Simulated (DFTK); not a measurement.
BP in DFTK: the effect of functional

The system is BP.

```xyz
2
Lattice="0.0000 2.2690 2.2690 2.2690 0.0000 2.2690 2.2690 2.2690 0.0000" Properties=species:S:1:pos:R:3 pbc="T T T"
P     3.4035    3.4035    3.4035
B     0.0000    0.0000    0.0000
```

Alike in all runs:

| Quantity | Value |
| --- | --- |
| Program | DFTK 0.8.2 |
| Task | band structure |
| Potentials or basis | SG15 1.2 (PBE) |
| Cutoff | 1225 eV |
| k mesh | 10 × 10 × 10 |
| Occupations | fermi-dirac, width 0.05 eV |
| Spin | no spin polarisation |

Question: One run gave: gap on the mesh 1.57 eV. Which functional did it use?
A. LDA
B. RPBE
C. BLYP
D. PBEsol
E. AM05

Answer: C.

```csv
functional,gap on the mesh (eV)
LDA,1.11
PBEsol,1.13
RPBE,1.34
BLYP,1.57
AM05,1.13
WC,1.16
r2SCAN,1.41
BJ06,1.47
```

Caveats: the program leaves the constant c of mgga_x_tb09 at 1, so the potential is Becke-Johnson's (BJ06) and not Tran and Blaha's, with levels but no total energy (some runs).

Runs at the PBE level aren't shown here.
